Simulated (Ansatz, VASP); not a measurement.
**VH2: VASP beside Ansatz**

INCAR

```
  PREC = Accurate
  ENCUT = 520
  EDIFF = 1E-6
  ISMEAR = -1
  SIGMA = 0.05
  LREAL = False
  LASPH = True
  NELM = 60
  ALGO = Normal
  ISIF = 2
  LWAVE = False
  LCHARG = True
  GGA = PS
  LELF = True
  LVHAR = True
  NBANDS = 14
```

KPOINTS

```
Automatic mesh
0
Gamma
  11 11 11
```

File POSCAR:

```
VH2
1.0
    0.0000000000      2.0975786559      2.0975786559
    2.0975786559      0.0000000000      2.0975786559
    2.0975786559      2.0975786559      0.0000000000
V H
1 2
Direct
   -0.0312500000     -0.0312500000     -0.0312500000
    0.7812500000      0.7812500000      0.7812500000
    0.2500000000      0.2500000000      0.2500000000
```

Input for Ansatz:

```yaml
crystal:
  lattice:
    - [0.0, 2.0975786559, 2.0975786559]
    - [2.0975786559, 0.0, 2.0975786559]
    - [2.0975786559, 2.0975786559, 0.0]
  atoms:
    - { symbol: V, position: [-0.03125, -0.03125, -0.03125] }
    - { symbol: H, position: [0.78125, 0.78125, 0.78125] }
    - { symbol: H, position: [0.25, 0.25, 0.25] }
kpoints:
  mp_grid: { grid: [11, 11, 11] }
scf:
  occupations: { method: fermi_dirac, width: 0.05 }
hamiltonian:
  xc: pbesol
  pseudopotentials: { kind: paw }
output:
  forces: true
  stress: true
  eigenvalues: true
  populations: true
  write_density: true
  write_potential: true
  elf: true
  volumetric_format: npy
```

Change from the starting cell: shortest bond scaled by 0.75, PAW files.

Alike in both runs: task single point; functional PBEsol; k mesh 11 × 11 × 11; occupations fermi-dirac, width 0.05 eV; no spin polarisation.

|  | VASP | Ansatz |
| --- | --- | --- |
| version | VASP 6.6.1 | Ansatz 0.2.0 |
| potentials or method | VASP PAW PBE potentials, release 64 (V_sv, H) | PAW with Ansatz's default frozen-core files, scalar-relativistic |
| plane-wave cutoff (eV) | 520 | 420 |
| valence electrons in the cell | 15 | 15 |

VASP gave:

* pressure (GPa): 14.2
* largest component of the traceless stress (GPa): 19.70
* rms of the force components (eV/Å): 3.524

Q: What did Ansatz give for the same quantities?

A: Pressure (GPa): 14.1; largest component of the traceless stress (GPa): 19.64; rms of the force components (eV/Å): 3.511.

Atom by atom the forces differ by 0.012 eV/Å (rms over components).

Caveats: the PAW data sets were made with another functional, which shifts forces and pressure a little (VASP).
